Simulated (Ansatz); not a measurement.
Entries from a set of simulations; values are calculated unless marked as measured.

**From HSE06 to G0W0: ZnSe (Stilleite)**

The structure is cubic, space group F-43m (No. 216). The conventional cell has a = 5.668 Å, b = 5.668 Å, c = 5.668 Å, α = 90.00°, β = 90.00°, γ = 90.00°. Zn has 4 Se at 2.45 Å nearest. Nearest to Se lie 4 Zn at 2.45 Å. Farther neighbours and most contacts between anions are not listed.

```
Zn Se
1.0
     0.00000    2.83380    2.83380
     2.83380    0.00000    2.83380
     2.83380    2.83380    0.00000
Zn Se
1 1
Cartesian
  0.0000 0.0000 0.0000
  1.4169 1.4169 1.4169
```

| Item | Value |
| --- | --- |
| method | G0W0 on HSE06, plane waves, PAW (and 1 further level or step) |
| program | Ansatz 0.2.0 |
| settings of one run | cutoff 660 eV, 8×8×8 k-mesh, {"kind": "paw", "source": "ansatz"}, empty bands 408, screening cutoff 250 eV, screening contour deformation, QP bands (v2, c2), PAW set ansatz |
| cost | 2 runs, 4 min in all on 1 × NVIDIA H100 80GB HBM3 (shared by 6 runs) with 3 threads of AMD EPYC 7R13 (Zen 3), shared host (the runs of this entry) |
| notes | In doubt: masses and optical values from hybrid runs of this build are listed as unsure (in some of the runs), which bears on the screening that GW takes from such a start. The cell and positions come from the Crystallography Open Database and are kept as given unless a step says otherwise. Limits: no spin-orbit coupling. The differences hold parts that these runs do not separate: finite bands, cutoffs and mesh, points of the zone that were not corrected, the start of G0W0, spin-orbit coupling missing from it, static nuclei, no electron-hole attraction, and what each experiment reads as the gap. How much each gives is not known from the steps shown. |
| HSE06 gap over mesh and listed points | 2.434 eV, direct, at k = Γ |
| G0W0@HSE06 gap over 14 of 29 irreducible mesh points | 2.910 eV, direct, at k = Γ |
| HSE06+SOC gap over mesh and listed points | 2.293 eV |
| GW settings | 8×8×8 mesh, 408 empty bands, screening to 250 eV, hard PAW files |
| known limits | finite bands, screening cutoff and k mesh; no spin-orbit coupling in G0W0; d shells not analysed |

Over 14 of 29 irreducible mesh points the G0W0 gap is 2.910 eV, direct, at k = Γ. The HSE06 gap of this run on the mesh is 2.414 eV. The two states that bound the G0W0 gap lie that far apart at the start, so the correction of the gap is 2.910 − 2.414 = +0.496 eV. The valence state moves by 6.939 − 7.503 = −0.564 eV and the conduction state by 9.849 − 9.917 = −0.068 eV, on the run's own scale; how far single levels stand from their limit in bands is not shown.

[Paths, hosts, dates, memory and timing lines, banners, echoed tables and standing remarks are left out of the program output.]

[Logs are printed without paths, hosts, clocks, repeated set-up lines and the standing remarks that a program may print on its own settings, such as how far it seeks lower states.]

[Runs of the session that timed out or met a known fault of the program may be left out.]

[Cells called generated may have been cut or substituted from an entry of the Crystallography Open Database or the Materials Project.]

[Hosts, paths, dates, database ids (printed as entryN), source tags and the programs' standing remarks are cut or masked in the printed files.]
